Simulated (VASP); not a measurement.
# CFH3 in VASP: a series of runs

Runs on CFH3. Level: PBE. Tasks: single point, relaxation of the atoms.

Everything below comes from runs of VASP 6.6.1. Logs are shortened: lines on timing, memory, paths and dates and some standing lists are left out, and cuts for length are marked.

### Step 1. The undisturbed molecule

The cell holds a molecule in a box, 5 atoms: a = 12.000 Å, b = 11.000 Å, c = 11.000 Å, α = 90.00°, β = 90.00°, γ = 90.00°.

### Step 2. Single point, PBE (atoms moved at random, drawn with an rms of 0.05 Å)

The input, INCAR:

```
  PREC = Accurate
  ENCUT = 520
  EDIFF = 1E-6
  ISMEAR = 0
  SIGMA = 0.01
  LREAL = F
  LASPH = T
  NELM = 80
  ALGO = Fast
  ISIF = 2
  LWAVE = F
  LCHARG = T
  GGA = PE
  LELF = T
  LVHAR = T
  LVACPOTAV = T
  NBANDS = 15
```

The input, KPOINTS:

```
Automatic mesh
0
Gamma
  1 1 1
```

The input, POSCAR:

```
H3CF
1.0
   12.0000000000      0.0000000000      0.0000000000
    0.0000000000     11.0000000000      0.0000000000
    0.0000000000      0.0000000000     11.0000000000
C F H
1 1 3
Direct
    0.4898040000      0.4944160000      0.4974050000
    0.5784600000      0.4374020000      0.4805690000
    0.4152070000      0.4416910000      0.4853890000
    0.4816110000      0.5725870000      0.4256990000
    0.4910730000      0.5439850000      0.5777440000
```

Potentials or basis: VASP PAW PBE potentials, release 64 (C, F, H).

Started as:

```sh
cat potpaw_PBE.64/C/POTCAR potpaw_PBE.64/F/POTCAR potpaw_PBE.64/H/POTCAR > POTCAR
mpirun -np 1 vasp_gam > vasp.out
```

OUTCAR:

```text
PREC = Accurate
   ENCUT = 520
   EDIFF = 1E-6
   ISMEAR = 0
   LREAL = F
   LASPH = T
   NELM = 80
   ISIF = 2
   GGA = PE

 ion  position               nearest neighbor table
   1  0.490  0.494  0.497-   5 1.04   3 1.07   4 1.17   2 1.25
   2  0.578  0.437  0.481-   1 1.25
   3  0.415  0.442  0.485-   1 1.07
   4  0.482  0.573  0.426-   1 1.17
   5  0.491  0.544  0.578-   1 1.04

  LATTYP: Found a simple tetragonal cell.
 ALAT       =    11.0000000000
 C/A-ratio  =     1.0909090909

  Lattice vectors:

 A1 = (   0.0000000000,  11.0000000000,   0.0000000000)
 A2 = (   0.0000000000,   0.0000000000,  11.0000000000)
 A3 = (  12.0000000000,   0.0000000000,   0.0000000000)

Analysis of symmetry for initial positions (statically):
=====================================================================
 Subroutine PRICEL returns:
 Original cell was already a primitive cell.

 Routine SETGRP: Setting up the symmetry group for a
 simple tetragonal supercell.

 Subroutine GETGRP returns: Found  1 space group operations
 (whereof  1 operations were pure point group operations)
 out of a pool of 16 trial point group operations.

The static configuration has the point symmetry C_1 .

Analysis of symmetry for dynamics (positions and initial velocities):
=====================================================================
 Subroutine PRICEL returns:
 Original cell was already a primitive cell.

 Routine SETGRP: Setting up the symmetry group for a
 simple tetragonal supercell.

 Subroutine GETGRP returns: Found  1 space group operations
 (whereof  1 operations were pure point group operations)
 out of a pool of 16 trial point group operations.

The dynamic configuration has the point symmetry C_1 .

 Subroutine INISYM returns: Found  1 space group operations
 (whereof  1 operations are pure point group operations),
 and found     1 'primitive' translations

----------------------------------------------------------------------------------------

                                     Primitive cell

  volume of cell :    1452.0000

  direct lattice vectors                    reciprocal lattice vectors
    12.000000000  0.000000000  0.000000000     0.083333333  0.000000000  0.000000000
     0.000000000 11.000000000  0.000000000     0.000000000  0.090909091  0.000000000
     0.000000000  0.000000000 11.000000000     0.000000000  0.000000000  0.090909091

[... 71 lines left out ...]
   ISIF   =      2    stress and relaxation
   ISYM   =      2    0-nonsym 1-usesym 2-fastsym
   POTIM  = 0.5000    time-step for ionic-motion
   TEBEG  =    0.0;   TEEND  =   0.0 temperature during run
   PSTRESS=    0.0 pullay stress
   NELECT =      14.0000    total number of electrons
   NUPDOWN=      -1.0000    fix difference up-down
   EMIN   =  10.00;   EMAX   =-10.00  energy-range for DOS
   EFERMI =   0.00;   METHOD = LEGACY
   ISMEAR =     0;   SIGMA  =   0.01  broadening in eV -4-tet -1-fermi 0-gaus
   EFERMI_NEDOS =   21; number of points for ismear=-14 and -15
   IALGO  =     68    algorithm
   IMIX   =      4    mixing-type and parameters
     AMIX     =   0.40;   BMIX     =  1.00
     AMIX_MAG =   1.60;   BMIX_MAG =  1.00
  volume/ion in A,a.u.               =     290.40      1959.72
  Fermi-wavevector in a.u.,A,eV,Ry     =   0.348441  0.658457  1.651894  0.121411
  Thomas-Fermi vector in A             =   1.258688
   LORBIT       =      0    0 simple, 1 ext, 2 COOP (PROOUT), +10 PAW based schemes
   GGA     = PE    functional components
   LHFCALC =     F    Hartree Fock is set to
   AEXX    =    0.0000 exact exchange contribution
   IVDW    =     0    specifies the selected vdW correction
   LEPSILON=     F    determine dielectric tensor
   LRPA    =     F    only Hartree local field effects (RPA)
 non-spin polarized calculation
 RMM-DIIS sequential band-by-band and
 Gauss-broadening in eV      SIGMA  =   0.01
  energy-cutoff  :      520.00
  volume of cell :     1452.00
 maximum number of plane-waves:     19579
 NGX is ok and might be reduce to    90
   NGX = 45   NGY = 41   NGZ = 41

 number of electron      13.9999997 magnetization

 Free energy of the ion-electron system (eV)
  ---------------------------------------------------
  ext. energy  EPLUGINS =         0.00000000
  ---------------------------------------------------
  free energy    TOTEN  =       -23.26646250 eV

  energy without entropy =      -23.26646250  energy(sigma->0) =      -23.26646250

 E-fermi :  -7.3145     XC(G=0):  -0.5327

 val. band max:       -7.3664810787   @ k =   0.0000   0.0000   0.0000
 cond. band min:      -0.4423993408   @ k =   0.0000   0.0000   0.0000
 fundamental gap:      6.9240817379
 Fermi energy:        -7.3145321265

 k-point     1 :       0.0000    0.0000    0.0000
  band No.  band energies     occupation
      1     -31.5629      2.00000
      2     -17.0631      2.00000
      3     -12.7932      2.00000
      4     -12.5470      2.00000
      5     -12.0718      2.00000
      6      -7.9745      2.00000
      7      -7.3665      2.00000
      8      -0.4424      0.00000
      9       0.4383      0.00000
     10       0.6524      0.00000
     11       0.7623      0.00000
     12       0.8114      0.00000
     13       1.0765      0.00000
     14       1.0995      0.00000
     15       1.6920      0.00000

------------------------ aborting loop because EDIFF is reached ----------------------------------------

  FORCE on cell =-STRESS in cart. coord.  units (eV):
  Direction    XX          YY          ZZ          XY          YZ          ZX
  --------------------------------------------------------------------------------------
  -------------------------------------------------------------------------------------
  Total        7.2192548      2.5201906      1.6500054     -3.6369671      2.4124986     -1.2862541
  in kB        7.9659273      2.7808487      1.8206621     -4.0131310      2.6620183     -1.4192887
  external PRESSURE =       4.1891460 kB  Pullay stress =       0.0000000 kB

 VOLUME and BASIS-vectors are now :
 -----------------------------------------------------------------------------
  energy-cutoff  :      520.00
  volume of cell :     1452.00
      direct lattice vectors                 reciprocal lattice vectors
    12.000000000  0.000000000  0.000000000     0.083333333  0.000000000  0.000000000
     0.000000000 11.000000000  0.000000000     0.000000000  0.090909091  0.000000000
     0.000000000  0.000000000 11.000000000     0.000000000  0.000000000  0.090909091

 POSITION                                       TOTAL-FORCE (eV/Angst)
 -----------------------------------------------------------------------------------
      5.87765      5.43858      5.47146        -5.297660      5.020021     -2.269053
      6.94152      4.81142      5.28626         6.270888     -4.137829     -1.012025
      4.98248      4.85860      5.33928        -0.733740     -0.731204      0.200644
      5.77933      6.29846      4.68269         0.005803     -1.005340      0.678146
      5.89288      5.98383      6.35518        -0.245292      0.854353      2.402288
 -----------------------------------------------------------------------------------
    total drift:                                0.000952      0.000387     -0.000589

  FREE ENERGIE OF THE ION-ELECTRON SYSTEM (eV)
  ---------------------------------------------------
  free  energy   TOTEN  =       -23.2664625033 eV

  energy  without entropy=      -23.2664625033  energy(sigma->0) =      -23.26646250
```

OSZICAR:

```text
N       E                     dE             d eps       ncg     rms          rms(c)
DAV:   1     0.789352086741E+02    0.78935E+02   -0.40994E+03    46   0.509E+02
DAV:   2    -0.151619047590E+02   -0.94097E+02   -0.93301E+02    46   0.141E+02
DAV:   3    -0.253469098310E+02   -0.10185E+02   -0.10087E+02    44   0.497E+01
[... 15 lines left out ...]
RMM:  19    -0.232664437758E+02   -0.32911E-04   -0.10281E-05    46   0.161E-02    0.272E-03
RMM:  20    -0.232664563171E+02   -0.12541E-04   -0.19740E-06    41   0.551E-03    0.187E-03
RMM:  21    -0.232664599640E+02   -0.36469E-05   -0.75969E-07    39   0.476E-03    0.681E-04
RMM:  22    -0.232664618825E+02   -0.19184E-05   -0.18399E-07    39   0.271E-03    0.763E-04
RMM:  23    -0.232664625033E+02   -0.62082E-06   -0.39727E-08    35   0.118E-03
   1 F= -.23266463E+02 E0= -.23266463E+02  d E =-.107435E-13
```

Run time: 77 s. Hardware: 1 thread of Intel Xeon 6975P-C (Granite Rapids), shared host; peak memory 1.1 GiB.

Results:

- Free energy: -23.2665 eV
- Largest force: 7.643 eV/Å
- Gap between the frontier levels: 6.92 eV

Forces on the atoms (eV/Å):
```
C   -5.298  5.020 -2.269
F    6.271 -4.138 -1.012
H   -0.734 -0.731  0.201
H    0.006 -1.005  0.678
H   -0.245  0.854  2.402
```

Caveat: the standard files for N, O and F lose accuracy on very short bonds.

### Step 3. Relaxation of the atoms, PBE (atoms moved at random, drawn with an rms of 0.02 Å)

The input, INCAR:

```
SYSTEM = H3CF
PREC = Accurate ; ENCUT = 520
EDIFF = 1E-7 ; ISMEAR = 0
SIGMA = 0.01 ; LREAL = .FALSE.
LASPH = .TRUE. ; NELM = 100
ALGO = Fast ; ISIF = 2
LWAVE = .FALSE. ; LCHARG = .FALSE.
GGA = PE ; IBRION = 2
NSW = 60 ; EDIFFG = -0.01
```

The input, KPOINTS:

```
regular mesh
0
G
  1 1 1
  0 0 0
```

The input, POSCAR:

```
H3CF
1.0
   12.0000000000      0.0000000000      0.0000000000
    0.0000000000     11.0000000000      0.0000000000
    0.0000000000      0.0000000000     11.0000000000
C F H
1 1 3
Direct
    0.4892240000      0.5008870000      0.4921360000
    0.5843170000      0.4358240000      0.4775350000
    0.4182770000      0.4385640000      0.4871790000
    0.4844020000      0.5705050000      0.4237900000
    0.4934800000      0.5438280000      0.5851840000
```

Potentials or basis: VASP PAW PBE potentials, release 64 (C, F, H).

Started as:

```sh
cat potpaw_PBE.64/C/POTCAR potpaw_PBE.64/F/POTCAR potpaw_PBE.64/H/POTCAR > POTCAR
mpirun -np 1 vasp_gam > vasp.out
```

Run time: 8.1 min. Hardware: 1 thread of Intel Xeon 6975P-C (Granite Rapids), shared host; peak memory 1.3 GiB.

It converged, with:

* Free energy: -23.9653 eV
* Energy gained by relaxing: 14.6 meV/atom
* Ionic steps: 13
* Largest force after relaxing: 0.008 eV/Å
* Gap between the frontier levels: 7.48 eV

Forces in eV/Å, atoms in the order of the input:
```
C    0.007  0.002 -0.002
F   -0.002  0.002 -0.002
H   -0.006 -0.004  0.003
H    0.004  0.001 -0.004
H   -0.003 -0.001  0.004
```

Step by step:
```csv
step,energy change (eV),largest force (eV/Å),pressure (GPa)
1,0.0000,2.0507,0.09
2,0.2702,5.8848,-0.07
3,-0.0671,0.3042,0.02
4,-0.0671,0.3169,0.02
5,-0.0709,0.3152,-0.03
6,-0.0715,0.2104,-0.02
7,-0.0720,0.2419,-0.02
8,-0.0725,0.1094,-0.02
9,-0.0730,0.0156,-0.01
10,-0.0730,0.0155,-0.01
11,-0.0730,0.0226,-0.01
12,-0.0730,0.0162,-0.01
13,-0.0730,0.0081,-0.01
```

Final structure:
```cif
data_structure
_symmetry_space_group_name_H-M 'P 1'
_symmetry_Int_Tables_number 1
_cell_length_a 12.0000
_cell_length_b 11.0000
_cell_length_c 11.0000
_cell_angle_alpha 90.000
_cell_angle_beta 90.000
_cell_angle_gamma 90.000
_cell_volume 1452.00
loop_
_atom_site_label
_atom_site_type_symbol
_atom_site_fract_x
_atom_site_fract_y
_atom_site_fract_z
_atom_site_occupancy
C1 C 0.48894 0.50134 0.49406 1
F1 F 0.58729 0.43387 0.47657 1
H1 H 0.41748 0.43930 0.48767 1
H2 H 0.48387 0.57139 0.42312 1
H3 H 0.49211 0.54371 0.58440 1
```

Levels at points of the mesh, in eV from the valence-band top:
```csv
k point,band 5,band 6,band 7,band 8,band 9,band 10
"(0.00, 0.00, 0.00)",-3.48,0.00,0.00,7.48,8.04,8.60
```
